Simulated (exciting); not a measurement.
Crystal: MgS (Niningerite).

```xyz
2
Lattice="0.0000 2.6016 2.6016 2.6016 0.0000 2.6016 2.6016 2.6016 0.0000" Properties=species:S:1:pos:R:3 pbc="T T T"
S     2.6016    2.6016    2.6016
Mg    0.0000    0.0000    0.0000
```

Base run:

- Program: exciting (release sodium)
- Functional: PBEsol
- Potentials or basis: all-electron LAPW+lo, shipped species files, valence relativity iora*
- rgkmax: 6
- k mesh: 5 × 5 × 5
- Occupations: gaussian, width 0.005 eV
- Spin: no spin polarisation

Its results: band gap on the k mesh 3.14 eV, indirect (least direct gap 3.59 eV).

Q: The run is repeated on the same cell with these changes: functional from PBEsol to PBE; first band of the group from 2 to 6. What comes out?

A: Band gap on the k mesh 3.21 eV, indirect (least direct gap 3.72 eV).

Caveats: an odd mesh through Γ misses points on the zone boundary, where band edges often lie.
